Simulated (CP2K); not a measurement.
Runs of CP2K 2026.2 on Nb. The structure is cubic, space group Im-3m (No. 229). Conventional cell: a = 3.328 Å, b = 3.328 Å, c = 3.328 Å, α = 90.00°, β = 90.00°, γ = 90.00°. Nb (site symmetry m-3m) has 8 Nb at 2.88 Å as nearest neighbours. 

```tsv
task	level	potentials or basis	smearing	EPS_DEFAULT	NGRIDS	potentials	CUTOFF of the grids	points a segment of the path (NPOINTS)	gap on the mesh (eV)	pressure (GPa)
single point	PBE	POTENTIAL_UZH Nb GTH-PBE-q13; TZVP-MOLOPT-PBE-GTH basis	fermi-dirac 0.05 eV	1.0E-10	4	Nb GTH-PBE-q13 of POTENTIAL_UZH	450 Ry	-	none	(a)
band structure	LDA	GTH_POTENTIALS Nb GTH-PADE-q13; TZVP-MOLOPT-PBE-GTH basis	fermi-dirac 0.05 eV	1.0E-9	4	Nb GTH-PADE-q13 of GTH_POTENTIALS	450 Ry	10	none	-11.5
band structure	TB-mBJ	POTENTIAL_UZH Nb GTH-PBE-q13; TZVP-MOLOPT-PBE-GTH basis	fermi-dirac 0.0259 eV	1.0E-9	4	Nb GTH-PBE-q13 of POTENTIAL_UZH	675 Ry	8	none	-
band structure	PBEsol	POTENTIAL_UZH Nb GTH-PBE-q13; TZVP-MOLOPT-PBE-GTH basis	fermi-dirac 0.1 eV	1.0E-10	5	Nb GTH-PBE-q13 of POTENTIAL_UZH	450 Ry	6	none	-6.5
```

Alike in all rows: no spin polarisation; cell as given; k mesh 11 × 11 × 11.

Q: Estimate the missing entries.

A: (a) -1.0.

Caveats: the basis of atomic orbitals isn't converged, which shifts pressures, moduli and gaps; the potentials were made for another functional, which shifts forces and pressure (some runs); this is a model potential without an energy functional, so only levels have meaning (some runs).

A k mesh can miss the band edges, and the runs leave out spin-orbit coupling on Nb.

A gap of «none» marks a metal or a gap under the smearing width.

Not every run made on this cell is shown here.
